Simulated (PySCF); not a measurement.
Al: band structure with TPSS

The system is Al.

```xyz
1
Lattice="-1.5912 1.5912 1.5912 1.5912 -1.5912 1.5912 1.5912 1.5912 -1.5912" Properties=species:S:1:pos:R:3 pbc="T T T"
Al    0.0000    0.0000    0.0000
```

This isn't the form of Al at room conditions, which is fcc.

- Program: PySCF 2.14.0
- Task: band structure
- Functional: TPSS
- Potentials or basis: DZVP-MOLOPT-SR/GTH-PBE (potentials made for PBE)
- k mesh: 8 × 8 × 8
- Occupations: fermi-dirac, width 0.05 eV
- Spin: no spin polarisation
- Symmetry: no
- Density cutoff: 50 Ha
- Exponents discarded below (exp_to_discard): 0.02 1/bohr^2
- Band path: GHNGPH,PN
- Potentials: Al GTH-PBE-q3
- conv_tol: 1e-07 Ha
- max_cycle: 60
- Coulomb method: multigrid

The band gap on the k mesh is none (metal or under the smearing width).

Levels at the corners of the path, in eV from the Fermi level:
```
point  band 1  band 2  band 3  band 4  band 5
    Γ  -11.47   13.53   13.53   13.53   15.14
    H    1.84    1.84    1.84    3.03    3.03
    N   -4.60   -4.07    8.41    8.60   10.55
    Γ  -11.47   13.53   13.53   13.53   15.14
    P   -1.19   -1.19   -1.19    0.38   22.42
    H    1.84    1.84    1.84    3.03    3.03
    P   -1.19   -1.19   -1.19    0.38   22.42
    N   -4.60   -4.07    8.41    8.60   10.55
```

It took 4 min on 4 threads of Intel(R) Xeon(R) Processor @ 2.50GHz (Skylake/Cascade Lake) (shared host), peak memory 5.4 GiB.

Caveat: the basis of atomic orbitals isn't converged, which shifts pressures, moduli and gaps.
